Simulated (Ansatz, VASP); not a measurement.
MgO: VASP beside Ansatz

INCAR

```
  PREC = Accurate
  ENCUT = 520
  EDIFF = 1E-6
  ISMEAR = -5
  SIGMA = 0.05
  LREAL = F
  LASPH = T
  NELM = 80
  ALGO = Normal
  ISIF = 2
  LWAVE = F
  LCHARG = F
  GGA = CA
  NBANDS = 11
```

File KPOINTS:

```
regular mesh
0
Gamma
  11 11 11
```

The input POSCAR:

```
MgO
1.0
    0.0000000000      2.0686600618      2.0686600618
    2.0686600618      0.0000000000      2.0686600618
    2.0686600618      2.0686600618      0.0000000000
Mg O
1 1
Direct
    0.0000000000      0.0000000000      0.0000000000
    0.5000000000      0.5000000000      0.5000000000
```

The input input.yaml:

```yaml
crystal:
  lattice:
    - [0.0, 2.0686600618, 2.0686600618]
    - [2.0686600618, 0.0, 2.0686600618]
    - [2.0686600618, 2.0686600618, 0.0]
  atoms:
    - { symbol: Mg, position: [0.0, 0.0, 0.0] }
    - { symbol: O, position: [0.5, 0.5, 0.5] }
kpoints:
  mp_grid: { grid: [11, 11, 11] }
scf:
  occupations: { method: tetrahedron }
hamiltonian:
  xc: lda
  pseudopotentials: { kind: all_electron, lapw: { basis_error: 0.001 } }
output:
  forces: true
  stress: true
  eigenvalues: true
```

Change from the starting cell: volume scaled by 0.96.

Alike in both runs: task single point; functional LDA; k mesh 11 × 11 × 11; occupations tetrahedron; no spin polarisation.

|  | VASP | Ansatz |
| --- | --- | --- |
| version | VASP 6.6.1 | Ansatz 0.2.0 |
| potentials or method | VASP PAW LDA potentials, release 64 (Mg, O) | all-electron LAPW, scalar-relativistic |
| plane-wave cutoff (eV) | 520 | see its input |

Ansatz gave:

* gap on the k mesh at the Fermi level (eV): 5.20
* least direct gap on the mesh (eV): 5.20
* pressure (GPa): 3.1

Task: Which values does VASP return?

Result: gap on the k mesh at the Fermi level (eV): 5.20; least direct gap on the mesh (eV): 5.20; pressure (GPa): 1.1.

Ansatz ran all-electron here, so the differences hold the error of VASP's frozen core and of both bases.

Caveats: with tetrahedron occupations forces and stress needn't match the slope of the energy (Ansatz).
